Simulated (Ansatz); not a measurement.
**Structure types of Bi compared at 21 GPa**

Structure types of Bi are relaxed in primitive cells with their symmetry kept at 21 GPa, first on PAW files, then by LAPW. The enthalpy is E + pV at zero temperature, without zero-point motion. Only the types listed were tried, and differences under about 5 meV/atom are mesh noise. The real phase may be another.

Computed with Ansatz 0.2.0; functional PBE, scalar-relativistic. Settings: Fermi–Dirac smearing of 0.08 eV, no spin polarisation. Methods: LAPW: all electrons, basis error target 0.5 meV/atom; PAW: frozen-core files, cutoff 420 eV.

k meshes: fcc 14×14×14, bcc 15×15×15, hcp 13×13×7, diamond 11×11×11, beta tin 14×14×14, sc 13×13×13.

Spin–orbit coupling is left out, which matters for the heavy atoms.

```tsv
start type	ends as	a, b, c (Å)	V (Å³/atom)	H − H(lowest), LAPW (meV/atom)
fcc	fcc, Fm-3m	4.646, 4.646, 4.646	25.07	?
bcc	bcc, Im-3m	3.685, 3.685, 3.685	25.02	0.0
hcp	hcp, P6_3/mmc	3.323, 3.323, 5.242	25.06	?
diamond	diamond, Fd-3m	6.495, 6.495, 6.495	34.25	1604.1
beta tin	beta tin, I4_1/amd	5.867, 5.867, 3.096	26.65	162.1
sc	sc, Pm-3m	3.012, 3.012, 3.012	27.32	258.0
```

Q: Give the missing entry: row "fcc", column "H − H(lowest), LAPW (meV/atom)".

A: 74.8.

Q: What belongs in the row "hcp", column "H − H(lowest), LAPW (meV/atom)"?

A: 16.3.

Q: Split the lead of bcc over hcp into energy and pV.

A: For hcp less bcc: ΔE = +11.1 meV/atom, and p·ΔV = 21 GPa × +0.0400 Å³ × 6.242 meV/(GPa·Å³) = +5.2 meV/atom, together 16.3 meV/atom. bcc wins on both counts.
